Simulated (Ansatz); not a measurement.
MoS2:

```
Mo S
1.0
     1.58000    0.91221    6.15000
    -1.58000    0.91221    6.15000
     0.00000   -1.82443    6.15000
Mo S
1 2
Cartesian
  0.0000 0.0000 0.0000
  0.0000 0.0000 7.6936
  0.0000 0.0000 4.6125
```

Measurements of this composition are mostly on another form, of space group No. 194.

| Property | Result |
| --- | --- |
| Program | Ansatz 0.2.0 |
| Task | relaxation of cell and atoms |
| Functional | PBEsol |
| Potentials or basis | Ansatz PAW |
| Cutoff | 420 eV (not typed: the program's choice for these potentials) |
| k mesh | 10 × 10 × 10 |
| Occupations | fermi-dirac, width 0.05 eV |
| Spin | no spin polarisation |

At the start: volume 17.73 Å³/atom.

Q: Where does the relaxation end?

A: It ends after 6 steps and the volume is 17.91 Å³/atom (+1.0 %); space group R3m (No. 160, to 0.05 Å).

The path:
```tsv
step	energy change (eV)	largest force (eV/Å)	volume (Å³)
1	0.0000	0.2595	53.18
2	-0.0054	0.0162	53.12
3	-0.0059	0.0031	53.34
4	-0.0061	0.0096	53.62
5	-0.0061	0.0004	53.72
6	-0.0061	0.0004	53.72
```

Final structure:
```xyz
3
Lattice="1.5716 0.9073 6.2793 -1.5716 0.9073 6.2793 0.0000 -1.8147 6.2793" Properties=species:S:1:pos:R:3 pbc="T T T"
Mo    0.0000    0.0000    0.0019
S     0.0000    0.0000    7.8396
S     0.0000    0.0000    4.7234
```

Caveat: the plane-wave basis is chosen anew once the cell has moved, so the energies of steps on either side of that aren't comparable; the PAW data sets come from PBE, with cores solved anew for the run's functional, which leaves a small shift of forces and pressure.
